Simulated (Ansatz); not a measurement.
Computed with DFT PBE, scalar-relativistic, plane waves, PAW in Ansatz. Settings: cutoff 420 eV, Γ-centred meshes spaced at most about 0.3 Å⁻¹, and about 0.25 Å⁻¹ or finer for metals (2π included), Gaussian smearing. No spin polarisation.

All energies are static (0 K, no zero-point motion).

**Question.** Order these relaxed structures of CaB by energy, lowest first, with the energy over the lowest of them.
1.

Space group Pm-3m (No. 221). a = 3.265 Å, b = 3.265 Å, c = 3.265 Å, α = 90.00°, β = 90.00°, γ = 90.00°
```tsv
atom	site	symmetry	x	y	z
Ca	1a	m-3m	0.0000	0.0000	0.0000
B	1b	m-3m	0.5000	0.5000	0.5000
```

2.

Space group P-6m2 (No. 187). a = 3.679 Å, b = 3.679 Å, c = 3.559 Å, α = 90.00°, β = 90.00°, γ = 120.00°
```json
{"atom": "Ca", "site": "1f", "symmetry": "-6m2", "x": "0.6667", "y": "0.3333", "z": "0.5000"}
{"atom": "B", "site": "1c", "symmetry": "-6m2", "x": "0.3333", "y": "0.6667", "z": "0.0000"}
```

3.

Space group R-3m:H (No. 166). a = 4.559 Å, b = 4.559 Å, c = 14.807 Å, α = 90.00°, β = 90.00°, γ = 120.00°
```json
{"atom": "Ca", "site": "6c", "symmetry": "3m", "x": "0.3333", "y": "0.6667", "z": "0.9146"}
{"atom": "B", "site": "6c", "symmetry": "3m", "x": "0.0000", "y": "0.0000", "z": "0.9484"}
```

4.

Space group C2/m (No. 12). a = 8.908 Å, b = 4.262 Å, c = 6.045 Å, α = 90.00°, β = 129.75°, γ = 90.00°
```tsv
atom	site	symmetry	x	y	z
Ca	4i	m	0.2521	0.0000	0.7492
B	4i	m	0.0064	0.0000	0.1327
```

5.

Space group P-3m1 (No. 164). a = 3.299 Å, b = 3.299 Å, c = 8.032 Å, α = 90.00°, β = 90.00°, γ = 120.00°
```json
{"atom": "Ca", "site": "2d", "symmetry": "3m.", "x": "0.3333", "y": "0.6667", "z": "0.2944"}
{"atom": "B", "site": "2d", "symmetry": "3m.", "x": "0.3333", "y": "0.6667", "z": "0.9841"}
```

**Answer.** 4 (0 meV/atom), 3 (21 meV/atom), 5 (369 meV/atom), 1 (612 meV/atom), 2 (901 meV/atom). Forms: cell 4 C2/m; cell 3 R-3m; cell 5 P-3m1; cell 1 caesium chloride type, Pm-3m; cell 2 tungsten carbide type, P-6m2. Counting B atoms around Ca (those within 1.25 times the shortest such distance or 1.15 times the sum of covalent radii, 1.27 where that leaves under three; a plus sign parts nearer from farther groups): cell 4 has Ca 6; cell 3 has Ca 4+3; cell 5 has Ca 1+3; cell 1 has Ca 8; cell 2 has Ca 6. Cell 4 holds B–B pairs (shortest 1.53 Å); cell 3 holds B–B pairs (shortest 1.53 Å); cell 5 holds B–B nets (shortest 1.92 Å) (bonds between like non-metal atoms; other contacts aren't counted). All come from invented guesses. Even the lowest of the cells shown lies +0.10 eV/atom against the elements.

The k mesh leaves some 4 meV/atom of noise in the energy of each metallic cell. Cells relaxed within their symmetry can be saddle points. Some structure types and database cells were kept out of the candidates from the start, so a known form may be missing.
